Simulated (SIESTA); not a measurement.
The system is CdSe.

```
Cd Se
1.0
     0.00000    3.07027    3.07027
     3.07027    0.00000    3.07027
     3.07027    3.07027    0.00000
Cd Se
1 1
Cartesian
  0.0000 0.0000 0.0000
  1.5351 1.5351 1.5351
```

Measurements of this composition are mostly on another form, of space group No. 186.

Base run:

* Program: SIESTA 5.4.2
* Functional: RPBE
* Potentials or basis: PseudoDojo 0.4 standard (PBE files)
* Basis: DZP (energy shift 0.002 Ry)
* Grid cutoff: 800 Ry
* Energy shift: 0.002 Ry
* k mesh: 8 × 8 × 8
* Occupations: fermi-dirac, width 0.05 eV
* Spin: no spin polarisation

Its results: band gap on the k mesh 0.97 eV, direct; pressure 3.9 GPa.

Question: The run is repeated on the same cell with these changes: functional from RPBE to PW91. What comes out?

Answer: Band gap on the k mesh 0.77 eV, direct; pressure 1.8 GPa.

PW91 binds more tightly than RPBE, so the same cell stands under less pressure.

Caveats: semicore shells carry a single zeta, which can move pressures by several GPa and volumes by a few percent; the potentials were made for another functional, which shifts forces and pressure; the basis of atomic orbitals isn't converged, which shifts pressures, moduli and gaps.

Not every run made on this cell is shown here.
